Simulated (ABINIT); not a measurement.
## A GW chain in ABINIT: SiC (F-43m)

How does a plane-wave GW calculation on SiC (F-43m) run from the first input to the gap?

Main program and level: ABINIT 10.8.3; PBE and many-body steps on it, plane waves.

**What was measured.**

- Gap 2.4 eV: Tauc optical (indirect) gap of annealed polycrystalline 3C-SiC; UV-VIS spectroscopic ellipsometry, Tauc analysis; film (CVD ultrathin polycrystalline film, annealed, about 5 nm grains) (“On-Demand CMOS-Compatible Fabrication of Ultrathin Self-Aligned SiC Nanowire Arrays”, 2018, pmc:6267454).

- Gap 2.39 eV: band gap at cryogenic temperature; bulk crystal (literature value) (quoted in “Silicon carbide diodes for neutron detection”, 2020, arxiv:2009.14696).

## Step 1: Set-up

The structure is cubic, space group F-43m (No. 216). Conventional cell: a = 4.358 Å, b = 4.358 Å, c = 4.358 Å, α = 90.00°, β = 90.00°, γ = 90.00°. Si has 4 C at 1.89 Å nearest. Nearest to C lie 4 Si at 1.89 Å. Farther neighbours are not listed.

The cell and positions come from the Crystallography Open Database and are kept as given unless a step says otherwise.

## Step 2: Ground state

This step: ABINIT 10.8.3; DFT, PBE, plane waves, norm-conserving pseudopotentials.

The ground-state density comes first.

run.abi

```
acell 3*1.0 Angstrom
rprim 
  -0.000000000000 2.179000000000 2.179000000000
  2.179000000000 -0.000000000000 2.179000000000
  2.179000000000 2.179000000000 -0.000000000000
ntypat 2
znucl 14 6
natom 2
typat 1 2
xred 
  0.000000000000 0.000000000000 0.000000000000
  0.250000000000 0.250000000000 0.250000000000
pp_dirpath "pseudos"
pseudos "Si.upf, C.upf"
ecut 37
ngkpt 8 8 8
nshiftk 1
shiftk 0 0 0
kptopt 1
chksymbreak 0
nband 9
occopt 1
tolvrs 1e-10
nstep 60
prtwf 0
optforces 0
optstress 0
indata_prefix "in"
outdata_prefix "out"
tmpdata_prefix "tmp"
```

Started as:

```bash
OMP_NUM_THREADS=1 mpirun -n 8 abinit run.abi > log
```

Numbers of over 12 decimals in the logs are rounded to 6 here.

Output:

```text
.Version 10.8.3 of ABINIT. v10.8.2 released Aug 2026.

 Symmetries : space group F-4 3 m (#216); Bravais cF (face-center cubic)
================================================================================
 Values of the parameters that define the memory need of the present run
     intxc =       0    ionmov =       0      iscf =       7    lmnmax =       6
     lnmax =       6     mgfft =      32  mpssoang =       3    mqgrid =    3001
     natom =       2  nloc_mem =       1    nspden =       1   nspinor =       1
    nsppol =       1      nsym =      24    n1xccc =    2501    ntypat =       2
    occopt =       1   xclevel =       2
-    mband =           9        mffmem =           1         mkmem =           4
       mpw =        1514          nfft =       32768          nkpt =          29
================================================================================
  Rough estimation (10% accuracy) of disk space for files :
================================================================================

--------------------------------------------------------------------------------
------------- Echo of variables that govern the present computation ------------
--------------------------------------------------------------------------------
 -outvars: echo values of preprocessed input variables --------
            acell      1.8897261259E+00  1.8897261259E+00  1.8897261259E+00 Bohr

      chksymbreak           0
             ecut      3.70000000E+01 Hartree
-          fftalg         312

              ixc     -101130
              kpt      0.00000000E+00  0.00000000E+00  0.00000000E+00
                       1.25000000E-01  0.00000000E+00  0.00000000E+00
                       2.50000000E-01  0.00000000E+00  0.00000000E+00
                       3.75000000E-01  0.00000000E+00  0.00000000E+00
                       5.00000000E-01  0.00000000E+00  0.00000000E+00
                       1.25000000E-01  1.25000000E-01  0.00000000E+00
                       2.50000000E-01  1.25000000E-01  0.00000000E+00
                       3.75000000E-01  1.25000000E-01  0.00000000E+00
                       5.00000000E-01  1.25000000E-01  0.00000000E+00
   [... 18 further rows ...]
                      -3.75000000E-01  5.00000000E-01  1.25000000E-01
                      -2.50000000E-01  5.00000000E-01  2.50000000E-01
         kptrlatt        8    0    0      0    8    0      0    0    8
          kptrlen      4.65866071E+01
P           mkmem           4
            natom           2
            nband           9
            ngfft          32      32      32
             nkpt          29
            nstep          60
             nsym          24
           ntypat           2
              occ      2.000000  2.000000  2.000000  2.000000  0.000000  0.000000
[...]
optforces           0
        optstress           0
            prtwf           0
            rprim     -0.0000000000E+00  2.1790000000E+00  2.1790000000E+00
[...]
spgroup         216

           tolvrs      1.00000000E-10

             xred      0.0000000000E+00  0.0000000000E+00  0.0000000000E+00
[...]
znucl       14.00000    6.00000

================================================================================

 chkinp: Checking input parameters for consistency.

================================================================================
== DATASET  1 ==================================================================
-   mpi_nproc: 8, omp_nthreads: 1 (-1 if OMP is not activated)

--- !DatasetInfo
iteration_state: {dtset: 1, }
dimensions: {natom: 2, nkpt: 29, mband: 9, nsppol: 1, nspinor: 1, nspden: 1, mpw: 1514, }
cutoff_energies: {ecut:  37.0, pawecutdg:  -1.0, }
electrons: {nelect:   8.00000000E+00, charge:   0.00000000E+00, occopt:   1.00000000E+00, tsmear:   1.00000000E-02, }

 Real(R)+Recip(G) space primitive vectors, cartesian coordinates (Bohr,Bohr^-1):
 R(1)=  0.0000000  4.1177132  4.1177132  G(1)= -0.1214266  0.1214266  0.1214266
 R(2)=  4.1177132  0.0000000  4.1177132  G(2)=  0.1214266 -0.1214266  0.1214266
 R(3)=  4.1177132  4.1177132  0.0000000  G(3)=  0.1214266  0.1214266 -0.1214266
 Unit cell volume ucvol=  1.3963629E+02 bohr^3
 Angles (23,13,12)=  6.00000000E+01  6.00000000E+01  6.00000000E+01 degrees

 getcut: wavevector=  0.0000  0.0000  0.0000  ngfft=  32  32  32
         ecut(hartree)=     37.000   => boxcut(ratio)=   2.00684

--- Pseudopotential description ------------------------------------------------
- Si Generated using ONCVPSP code by D. R. Hamann
- 14.00000   4.00000  171031                  znucl, zion, pspdat
12 -101130 2 -1 1510                          pspcod,pspxc,lmax,lloc,mmax
     nproj     2     2     2
  pspatm : epsatm=    9.34321561
         --- l  ekb(1:nproj) -->
[...]
pspatm: atomic psp has been read  and splines computed

- C Generated using ONCVPSP code by D. R. Hamann
-  6.00000   4.00000  171031                  znucl, zion, pspdat
12 -101130 1 -1 1248                          pspcod,pspxc,lmax,lloc,mmax
     nproj     2     2     0
  pspatm : epsatm=    4.31346680
         --- l  ekb(1:nproj) -->
[...]
1   -4.199961   -0.877517
 pspatm: atomic psp has been read  and splines computed

   1.09253459E+02                                ecore*ucvol(ha*bohr**3)
--------------------------------------------------------------------------------

_setup2: Arith. and geom. avg. npw (full set) are    1500.803    1500.779

================================================================================

--- !BeginCycle
iteration_state: {dtset: 1, }
solver: {iscf: 7, nstep: 60, nline: 4, wfoptalg: 0, }
tolerances: {tolvrs: 1.00E-10, }

     iter   Etot(hartree)      deltaE(h)  residm     vres2
 ETOT  1  -10.168909568532    -1.017E+01 1.492E-01 3.560E+02
 ETOT  2  -10.231491617092    -6.258E-02 4.611E-03 1.493E+02
 ETOT  3  -10.269767516249    -3.828E-02 1.428E-01 1.358E-01
 ETOT  4  -10.269786963279    -1.945E-05 4.462E-02 3.686E-03
 ETOT  5  -10.269787210627    -2.473E-07 7.191E-05 1.612E-04
 ETOT  6  -10.269787226935    -1.631E-08 1.202E-03 9.974E-07
 ETOT  7  -10.269787227057    -1.216E-10 5.882E-03 9.720E-09
 ETOT  8  -10.269787227058    -9.539E-13 2.099E-03 2.203E-10
 ETOT  9  -10.269787227058    -5.151E-14 3.861E-03 3.480E-12

 At SCF step    9       vres2   =  3.48E-12 < tolvrs=  1.00E-10 =>converged.

--- !ResultsGS
iteration_state: {dtset: 1, }
comment   : Summary of ground state results
lattice_vectors:
- [ -0.0000000,   4.1177132,   4.1177132, ]
- [  4.1177132,  -0.0000000,   4.1177132, ]
- [  4.1177132,   4.1177132,  -0.0000000, ]
lattice_lengths: [   5.82333,    5.82333,    5.82333, ]
lattice_angles: [ 60.000,  60.000,  60.000, ] # degrees, (23, 13, 12)
lattice_volume:   1.3963629E+02
convergence: {deltae: -5.151E-14, res2:  3.480E-12, residm:  3.861E-03, diffor:  0.000E+00, }
etotal    :  -1.02697872E+01
entropy   :   0.00000000E+00
fermie    :   2.51183540E-01
cartesian_stress_tensor: null
pressure_GPa: null
xred      :
- [  0.0000E+00,   0.0000E+00,   0.0000E+00, Si]
- [  2.5000E-01,   2.5000E-01,   2.5000E-01,  C]
cartesian_forces: null
force_length_stats: {min: null, max: null, mean: null, }

 Integrated electronic density in atomic spheres:
 ------------------------------------------------
 Atom  Sphere_radius  Integrated_density
    1        2.00000          1.92719290
    2        2.00000          4.23371404
================================================================================

 ----iterations are completed or convergence reached----

 Mean square residual over all n,k,spin=   14.795E-06; max=  38.608E-04
 reduced coordinates (array xred) for    2 atoms
       0.000000000000      0.000000000000      0.000000000000
       0.250000000000      0.250000000000      0.250000000000
 rms dE/dt=  0.0000E+00; max dE/dt=  0.0000E+00; dE/dt below (all hartree)
    1       0.000000000000      0.000000000000      0.000000000000
    2       0.000000000000      0.000000000000      0.000000000000

 cartesian coordinates (angstrom) at end:
    1      0.000000     0.000000     0.000000
    2      1.089500     1.089500     1.089500
 length scales=  1.889726125908  1.889726125908  1.889726125908 bohr
              =  1.000000000000  1.000000000000  1.000000000000 angstroms
 prteigrs : about to open file out_EIG
 Fermi (or HOMO) energy (hartree) =   0.25118   Average Vxc (hartree)=  -0.41495
 Eigenvalues (hartree) for nkpt=  29  k points:
 kpt#   1, nband=  9, wtk=  0.00195, kpt=  0.0000  0.0000  0.0000 (reduced coord)
  -0.31511    0.25118    0.25118    0.25118    0.47989    0.51987    0.51987    0.51987
   0.78510
 prteigrs : prtvol=0 or 1, do not print more k-points.

--- !EnergyTerms
iteration_state     : {dtset: 1, }
comment             : Components of total free energy in Hartree
kinetic             :  5.89032805913900E+00
hartree             :  1.16700143504615E+00
xc                  : -3.77898474893224E+00
Ewald energy        : -1.04656108775139E+01
psp_core            :  7.82414532507906E-01
local_psp           : -4.12559242220302E+00
non_local_psp       :  2.60656794897945E-01
total_energy        : -1.02697872270581E+01
total_energy_eV     : -2.79455146899521E+02
band_energy         :  2.75566795094551E-01

== END DATASET(S) ==============================================================
================================================================================

 -outvars: echo values of variables after computation  --------
           etotal     -1.0269787227E+01
            nband           9
             nkpt          29
          spgroup         216
 [... the other variables as echoed above ...]

 Calculation completed.
```

Run time: 2.6 s. Hardware: 8 MPI ranks of Arm Neoverse V2, shared host; peak memory 0.07 GiB.

This step gave:

```yaml
total_energy: -279.4551 eV
gap: 1.361 eV
k_of_the_valence_top: 0, 0, 0
k_of_the_conduction_bottom: 0.5, 0.5, 0
least_direct_gap: 4.553 eV
```

The gap is indirect, with the least direct gap 3.19 eV higher.

(Continued in part 2 of 3.)

[Paths, hosts, dates, memory and timing lines, banners, echoed tables and standing remarks are left out of the program output.]

[Logs are printed without paths, hosts, clocks, repeated set-up lines and the standing remarks that a program may print on its own settings, such as how far it seeks lower states.]

[Runs of the session that timed out or met a known fault of the program may be left out.]

[Hosts, paths, dates, database ids (printed as entryN), source tags and the programs' standing remarks are cut or masked in the printed files.]

[G0W0 gaps are taken among the corrected bands and points alone; a level outside them can change the order at an edge.]

[Where Ansatz stands beside ABINIT at settings called matched, ABINIT's density can come from a denser mesh and the files from another edition; pairs whose starting gaps differed by over 0.03 eV were left out, so agreement reads better than it is.]
